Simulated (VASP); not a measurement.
**HfO2: band structure with TB-mBJ**

HfO2:

```
CELL_PARAMETERS angstrom
0.00000 2.55750 2.55750
2.55750 0.00000 2.55750
2.55750 2.55750 0.00000
ATOMIC_POSITIONS crystal
Hf 0.00000 0.00000 0.00000
O 0.75000 0.75000 0.75000
O 0.25000 0.25000 0.25000
```

Measurements of this composition are mostly on another form, of space group No. 14.

| Quantity | Value |
| --- | --- |
| Program | VASP 6.6.1 |
| Task | band structure |
| Functional | TB-mBJ |
| Potentials or basis | VASP PAW PBE potentials, release 64 (Hf_pv, O) |
| Cutoff | 520 eV |
| k mesh | 8 × 8 × 8 |
| Occupations | gaussian, width 0.02 eV |
| Spin | spin-orbit coupling, no magnetisation |
| Ladder | gaps |
| Further INCAR settings | ALGO = Normal; EDIFF = 1e-06 |

The valence electrons inside the program's atomic spheres are Hf 7.93; O 5.35.

It took 4.8 min on 2 MPI ranks on Intel(R) Xeon(R) 6975P-C (Granite Rapids) (shared host), peak memory 0.31 GiB a rank.
